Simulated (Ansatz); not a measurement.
A run of Ansatz 0.2.0 is set up as follows.

Contents of input.yaml:

```yaml
crystal:
  lattice:
    - [0.0, 3.391872818, 3.391872818]
    - [3.391872818, 0.0, 3.391872818]
    - [3.391872818, 3.391872818, 0.0]
  atoms:
    - { symbol: K, position: [0.0, 0.0, 0.0] }
hamiltonian:
  xc: r2scan
  pseudopotentials: { kind: paw }
  dispersion: d3bjatm
kpoints:
  mp_grid: { grid: [7, 7, 7] }
scf:
  occupations: { method: fermi_dirac, width: 0.05 }
output:
  forces: true
  stress: true
  eigenvalues: true
relax:
  f_tol: 0.01
  max_steps: 40
  cell: { stress_tol: 0.05 }
```

Potentials or basis: Ansatz PAW.

Launch:

```console
$ ansatz run input.yaml --threads 2 --pin off --max-ram 5632MiB --backend cpu --events-out ev --progress --plain --runs-dir out
```

Task: Estimate the band gap on the k mesh.

Result: None (metal or under the smearing width).

Task: Estimate the space group after relaxing (to 0.05 Å).

Result: Fm-3m (No. 225).

The path:
```tsv
step	energy change (eV)	largest force (eV/Å)	volume (Å³)
1	0.0000	0.0000	78.05
2	-0.0004	0.0000	77.66
3	-0.0019	0.0000	74.23
4	-0.0019	0.0000	74.23
```

Caveat: the plane-wave basis is chosen anew once the cell has moved, so the energies of steps on either side of that aren't comparable; pairwise dispersion overbinds metals, which lowers pressure and volume; the PAW data sets come from PBE, with cores solved anew for the run's functional, which leaves a small shift of forces and pressure.
